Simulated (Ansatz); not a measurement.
# TiCo3: properties at the relaxed cell

The task here is to estimate one member of a computed series from the others.

Method: DFT PBEsol, scalar-relativistic, plane waves, PAW, in Ansatz 0.2.0.

2 further runs of the same task are left out: 2 set aside as unsound or not needed.

**The structure to begin with**

It takes space group Pm-3m (No. 221, cubic). Conventional cell: a = 3.528 Å, b = 3.528 Å, c = 3.528 Å, α = 90.00°, β = 90.00°, γ = 90.00°. Ti (site symmetry m-3m) has 12 Co at 2.49 Å as nearest neighbours. Co (site symmetry 4/mmm) is surrounded by 4 Ti at 2.49 Å and 8 Co at 2.49 Å.

Structure file:

```
CELL_PARAMETERS angstrom
3.52825 0.00000 0.00000
0.00000 3.52825 0.00000
0.00000 0.00000 3.52825
ATOMIC_POSITIONS crystal
Ti 0.00000 0.00000 0.00000
Co 0.00000 0.50000 0.50000
Co 0.50000 0.00000 0.50000
Co 0.50000 0.50000 0.00000
```

This cell was relaxed beforehand with the same method: volume 10.98 Å³/atom, gap on the mesh none (metal), site moments up to 0.3 μB.

Set-up of the first run:

Input file input.yaml:

```yaml
crystal:
  lattice:
    - [3.5282498927, 0.0, 0.0]
    - [0.0, 3.5282498927, 0.0]
    - [0.0, 0.0, 3.5282498927]
  atoms:
    - { symbol: Ti, position: [0.0, 0.0, 0.0] }
    - { symbol: Co, position: [0.0, 0.5, 0.5], spin: 0.3 }
    - { symbol: Co, position: [0.5, 0.0, 0.5], spin: 0.3 }
    - { symbol: Co, position: [0.5, 0.5, 0.0], spin: 0.3 }
basis:
  ecutwfc: 420
kpoints:
  mp_grid: { grid: [12, 12, 12] }
  band_path:
    path:
      - [[0.0, 0.0, 0.0], [0.0, 0.5, 0.0], [0.5, 0.5, 0.0], [0.0, 0.0, 0.0], [0.5, 0.5, 0.5], [0.0, 0.5, 0.0]]
      - [[0.5, 0.5, 0.5], [0.5, 0.5, 0.0]]
    npoints: 14
hamiltonian:
  xc: pbesol
scf:
  occupations: { method: gaussian, width: 0.1 }
  n_extra_bands: 10
output:
  forces: true
  stress: true
  eigenvalues: true
  populations: true
  dos: { projected: true, de: 0.02, nscf_kmesh: { grid: [18, 18, 18] } }
  bader: true
  write_density: true
  write_potential: true
  elf: true
  volumetric_format: npy
magnetization:
  spin_polarized: true
checkpoint:
  read: start.run
  write: ck
  compress: false
  write_wavefunctions: false
  write_every: 100000
```

Launch:

```sh
> ansatz run input.yaml --threads 1 --pin off --max-ram 2560MiB --backend cpu --events-out ev --progress --plain --runs-dir out
```

Steps of the session up to this table: Electronic structure at the relaxed geometry; Volume × 0.97; The cell scaled to 1.03 of its volume; Point at V/V0 = 0.94; The cell scaled to 1.06 of its volume.

One of the session's tables, all rows but one given; the rest of the session is left out.

It belongs to the step «Fit of the equation of state». 

| volume (Å³/atom) | energy above the lowest point (meV/atom) | pressure (GPa) | largest moment (μB) |
| --- | --- | --- | --- |
| 10.322 | 32.5 | 16.73 | 0.09 |
| 10.651 | ? | ? | ? |
| 10.980 | 0.0 | 0.01 | 0.27 |
| 11.310 | 6.9 | -6.41 | 0.36 |
| 11.639 | 16.5 | -7.83 | 1.08 |

Estimate the missing values for volume (Å³/atom) = 10.651.

Worked estimate for «energy above the lowest point (meV/atom)». A straight line through the neighbours (10.322, 32.5) and (10.980, 0.0) gives 32.5 + (0.0 − 32.5) × (10.651 − 10.322) / (10.980 − 10.322) = 16.2; a parabola fitted to 3 rows on both sides gives 8.5.

The run gave: energy above the lowest point (meV/atom): 7.7; pressure (GPa): 7.68; largest moment (μB): 0.19. In «energy above the lowest point (meV/atom)» the line misses by +8.5 and the parabola by +0.8.

Limits of these values: Warnings in the runs' records: stability check not made.
